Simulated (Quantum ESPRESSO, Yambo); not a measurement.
# A GW chain in Yambo: BP (F-43m), part 3 of 3

Aim: the G0W0 gap of BP (F-43m) on PBE, step by step.

Quantum ESPRESSO 7.5 and Yambo 5.3.0; PBE and many-body steps on it, plane waves. Known limits of the many-body steps: not at the basis limit; coarse k mesh.

So far. Step 3 (Bands along the symmetry lines): The gap is 1.260 eV, −0.021 eV from the run before at this level. Step 4 (Empty states on the mesh, 4×4×4 mesh, 101 bands): On this mesh the gap is 1.347 eV. The earlier step found 1.281 eV, so this mesh misses an edge.

## (6) Screening and self-energy, 4×4×4 mesh, 101 bands, screening to 210.9 eV

G0W0 replaces the xc potential by the self-energy, built once from these orbitals. Only a window of levels is corrected, while the sums run over the empty bands that the input names.

This step: G0W0 on PBE, plane waves, norm-conserving pseudopotentials.

File gw1.in:

```
HF_and_locXC
gw0
dyson
ppa
em1d
rim_cut
RandQpts= 1000000
RandGvec= 1 RL
EXXRLvcs= 68 Ry
VXCRLvcs= 272 Ry
Chimod= "HARTREE"
% BndsRnXp
 1 | 101 |
%
NGsBlkXp= 15.5 Ry
% LongDrXp
 1 | 1 | 1 |
%
% GbndRnge
 1 | 101 |
%
DysSolver= "n"
ExtendOut
PPAPntXp= 27.21138 eV
% QPkrange
 1 | 1 | 3 | 6 |
 7 | 7 | 3 | 6 |
%
```

The run is started by

```sh
$ OMP_NUM_THREADS=1 mpirun -n 4 yambo -F gw1.in -J gw1 -C gw1 > gw1.log
```

What it wrote:

```text
 Yambo, version 5.3.0

 [02] CORE Variables Setup
 =========================

  [... cell, symmetries and grids as in the set-up ...]

  [02.05] Energies & Occupations
  ==============================

  [X] === General ===
  [X] Electronic Temperature                        :  0.000000  0.000000 [eV K]
  [X] Bosonic    Temperature                        :  0.000000  0.000000 [eV K]
  [X] Finite Temperature mode                       : no
  [X] El. density                                   :  0.34242E+24 [cm-3]
  [X] Fermi Level                                   :  9.241273 [eV]

  [X] === Gaps and Widths ===
  [X] Conduction Band Min                           :  1.347324 [eV]
  [X] Valence Band Max                              :  0.000000 [eV]
  [X] Filled Bands                                  :   4
  [X] Empty Bands                                   :    5  101
  [X] Direct Gap                                    :  3.406803 [eV]
  [X] Direct Gap localized at k                     :  1
  [X] Indirect Gap                                  :  1.347324 [eV]
  [X] Indirect Gap between kpts                     :   1   7
  [X] Last valence band width                       :  5.466754 [eV]
  [X] 1st conduction band width                     :  3.986001 [eV]

 [03] Transferred momenta grid and indexing
 ==========================================

 IBZ Q-points                                      :   8
 BZ  Q-points                                      :   64

 K/Q-points units:
 rlu = crystal or reduced units; cc = cartesian coordinates; iku = interal k-units

 Q [1]          [rlu]:  0.000000  0.000000  0.000000
 Q [2]          [rlu]: -0.10617E-17 -0.10617E-17  0.25000
 Q [3]          [rlu]:  0.21235E-17  0.21235E-17 -0.50000
 Q [4]          [rlu]: -0.90507E-17  0.25000      0.25000
 Q [5]          [rlu]:  0.10377E-16  0.25000      0.50000
 Q [6]          [rlu]:  0.21235E-17  0.25000     -0.25000
 Q [7]          [rlu]:  0.18101E-16 -0.50000     -0.50000
 Q [8]          [rlu]:  0.250000 -0.500000 -0.250000

 [04] Coloumb potential Random Integration (RIM)
 ===============================================

  [04.01] RIM initialization
  ==========================

  * Diagonal components only detected *

  8 x (sBL volume)        :  0.196662 [a.u.]
  sBZ random points       :  1000000
  Points outside the sBZ  :   7987327
  RL volume               :  1.573293 [a.u.]
  Integrated volume       :  1.575789 [a.u.]

  [04.02] RIM integrals
  =====================

  Gamma point sphere radius             :  0.105485 [a.u.]
  Points outside the sphere             :   799513
  [Int_sBZ(q=0) 1/q^2]*(Vol_sBZ)^(-1/3) =:  7.764325
                                 should be <:  7.795600

  Summary of Coulomb integrals for non-metallic bands |Q|[au] RIM/Bare

  Q [1] 0.100000E-4 0.995988 * Q [2] 0.317261 1.066317
  Q [4] 0.366342 1.065091 * Q [6] 0.518086 1.027759
  Q [5] 0.607509 1.020584 * Q [3] 0.634523 1.018268
  Q [7] 0.732684 1.014689 * Q [8] 0.819165 1.011648

 [05] Dipoles
 ============

  [05.01] Setup: observables and procedures
  =========================================

 [06] Dynamic Dielectric Matrix (PPA)
 ====================================

 [WR./gw1//ndb.pp]---------------------------------------------------------------
  Brillouin Zone Q/K grids (IBZ/BZ)                :    8   64    8   64
  RL vectors                                       :  1917 [WF]
  Coulomb cutoff potential                         : none
  Electronic Temperature                           :  0.000000 [K]
  Bosonic    Temperature                           :  0.000000 [K]
  PPA    diel. fun.  energies                      : Perdew, Burke & Ernzerhof(X)+Perdew, Burke & Ernzerhof(C)
  wavefunctions                                    : Perdew, Burke & Ernzerhof(X)+Perdew, Burke & Ernzerhof(C)
  Global Gauge                                     : length
  X matrix size                                    :  181
  X band range                                     :    1  101
  X e/h energy range                               : -1.000000 -1.000000 [eV]
  X Time ordering                                  : R
  X Hxc Kernel                                     : HARTREE
  X Drude frequency                                :  0.000000  0.000000
  X poles                                          :  100.0000 [o/o]
  RL vectors in the sum                            :  1917
  [r,Vnl] included                                 : yes
  Field direction                                  :  0.577350E-5  0.577350E-5  0.577350E-5
  BZ energy Double Grid                            : no
  BZ energy DbGd points                            : 0
  BZ Q point size factor                           : -1.000000
  X Optical Averaged directions                    : none

 [07] Local Exchange-Correlation + Non-Local Fock
 ================================================

 [VXC] Plane waves :  11935
 [EXS] Plane waves :  1471

 QP @ state[ 1 ] K range:  1  1
 QP @ state[ 1 ] b range:   3   6
 QP @ state[ 2 ] K range:   7   7
 QP @ state[ 2 ] b range:   3   6

 [xc] Functional : Perdew, Burke & Ernzerhof(X)+Perdew, Burke & Ernzerhof(C)
 [xc] LIBXC used to calculate xc functional
  PP Number of Atomic Species                      :  2
  NLCC RL compoments                               :  11935
  PP Number of Atomic Species                      :  2
  NLCC RL compoments                               :  11935

 [xc] E_xc :  -2.825902 [Ha]
      E_xc :  -5.651803 [Ry]

  Local XC kind (lXC) : Perdew, Burke & Ernzerhof(X)+Perdew, Burke & Ernzerhof(C)
  Non-Local XC kind (nlXC) : Hartree-Fock

  Corrections @ K [1] :  [eV]
 <3|nlXC|3> = -15.11595 -0.22475E-16 <3|lXC|3> = -13.31497  0.18883E-15
 <4|nlXC|4> = -15.11596 -0.83148E-17 <4|lXC|4> = -13.31497  0.47216E-16
 <5|nlXC|5> = -7.139172 -0.35472E-17 <5|lXC|5> = -12.02100 -0.18895E-15
 <6|nlXC|6> = -7.139667  0.13503E-17 <6|lXC|6> = -12.02100 -0.36582E-21

  Corrections @ K [7] :  [eV]
 <3|nlXC|3> = -15.96384  0.23907E-16 <3|lXC|3> = -12.50131  0.70789E-16
 <4|nlXC|4> = -15.96390 -0.52701E-18 <4|lXC|4> = -12.50131  0.10031E-15
 <5|nlXC|5> = -6.408130 -0.21725E-17 <5|lXC|5> = -10.80516 -0.11817E-16
 <6|nlXC|6> = -6.161084  0.13403E-17 <6|lXC|6> = -10.66008  0.94409E-16

 [08] Dyson equation: Newton solver
 ==================================

  [08.01] G0W0 (W PPA)
  ====================

  [  GW  ] Bands range     :    1  101
  [GW/PPA] G damping       :  0.100000 [eV]

  QP @ state[ 1 ] K range:  1  1
  QP @ state[ 1 ] b range:   3   6
  QP @ state[ 2 ] K range:   7   7
  QP @ state[ 2 ] b range:   3   6

   Sc/G bands                                       :    1  101
   Sc/G damping                                     :  0.100000 ev
   Sc bands terminator                              : no
   Sx RL components                                 :  1471

   QP @ state[ 1 ] K range                          :  1  1
   QP @ state[ 1 ] b range                          :   3   6
   QP @ state[ 2 ] K range                          :   7   7
   QP @ state[ 2 ] b range                          :   3   6
   GF energies kind                                 : Perdew, Burke & Ernzerhof(X)+Perdew, Burke & Ernzerhof(C)
   GF WF`s kind                                     : Perdew, Burke & Ernzerhof(X)+Perdew, Burke & Ernzerhof(C)
   Xs energies kind                                 : Perdew, Burke & Ernzerhof(X)+Perdew, Burke & Ernzerhof(C)
   Xs WF`s kind                                     : Perdew, Burke & Ernzerhof(X)+Perdew, Burke & Ernzerhof(C)

 [11] Game Over & Game summary
```

Run time: 27 s. Hardware: 4 MPI ranks of Arm Neoverse V1, shared host; peak memory 1.2 GiB; 1.7 min of CPU time.

This step gave:

```yaml
g0w0_gap_on_the_points_computed: 2.046 eV
starting_gap_on_the_mesh: 1.347 eV
k_of_the_valence_top: 0, 0, 0
k_of_the_conduction_bottom: 0, -0.5, -0.5
least_direct_g0w0_gap_on_the_computed_points: 4.275 eV
z_at_the_valence_top: 0.7971
z_at_the_conduction_bottom: 0.8098
```

The gap on the mesh goes from 1.35 eV to 2.05 eV, a correction of +0.70 eV. The start differs from the 1.28 eV found before because the two sample other k points.

Limits: finite bands, cutoff and mesh; coarse k mesh. v1 is the top filled band, c1 the lowest empty one. The levels before and after the correction (eV, zero at the valence-band top of each column):

```
           conduction bottom  valence top
Kohn-Sham               1.35         0.00
     G0W0               2.05         0.00
```

```csv
,level,energy (eV)
Kohn-Sham,Γ v2-v1,0.000
Kohn-Sham,Γ c1-c2,3.407
Kohn-Sham,(0 -0.5 -0.5) v2-v1,-4.114
Kohn-Sham,(0 -0.5 -0.5) c1,1.347
Kohn-Sham,(0 -0.5 -0.5) c2,1.667
G0W0,Γ v2-v1,0.000
G0W0,Γ c1-c2,4.275
G0W0,(0 -0.5 -0.5) v2-v1,-4.302
G0W0,(0 -0.5 -0.5) c1,2.046
G0W0,(0 -0.5 -0.5) c2,2.419
```

## (7) Where the time went

Times are wall times on the hardware named with each run, good to a factor of about two.

| step | time | share | memory (GiB) |
| --- | --- | --- | --- |
| ground state | 2 s | 6 % | 0.16 |
| bands along the symmetry lines | 1.7 s | 5 % | 0.05 |
| empty states on the mesh | 2.6 s | 7 % | 0.23 |
| conversion and set-up | 2 s | 6 % | 0.23 |
| screening and self-energy | 27 s | 76 % | 1.2 |

## (8) What came out

```
PBE gap                              : 1.26 eV, indirect
G0W0 gap on the mesh                 : 2.05 eV
G0W0 gap over the zone (rigid shift) : 1.96 eV
GW settings                          : 4×4×4 mesh, 101 bands, screening to 210.9 eV, Godby-Needs plasmon pole
known limits                         : not at the basis limit; coarse k mesh
```

What this shows: G0W0 moves the gap on the mesh from 1.35 eV to 2.05 eV (+0.70 eV), with Z of 0.80 and 0.81 at the edges. The mesh misses the band edges by 0.09 eV in all; a rigid shift gives 1.96 eV for the zone. Only 2 of the mesh's irreducible points were corrected, so a valley elsewhere could overtake. The dearest step here is «screening and self-energy». Bands and cutoff are finite, so the gap is not at the basis limit. The miss can reach some tenths of an eV and take either sign; the mesh is an error of its own. In the G0W0 run levels were corrected at 2 k points alone, so a gap called «on the mesh» is the least over those, and an edge elsewhere would be missed. A denser mesh or path gives a starting gap of 1.26 eV: the GW mesh misses a band edge, so its gaps are not the fundamental one. The 4×4×4 mesh is coarse for this cell, which bears on the long-range parts of exchange and screening.

[Paths, hosts, dates, memory and timing lines, banners, echoed tables and standing remarks are left out of the program output.]

[Logs are printed without paths, hosts, clocks, repeated set-up lines and the standing remarks that a program may print on its own settings, such as how far it seeks lower states.]

[Runs of the session that timed out or met a known fault of the program may be left out.]

[Hosts, paths, dates, database ids (printed as entryN), source tags and the programs' standing remarks are cut or masked in the printed files.]
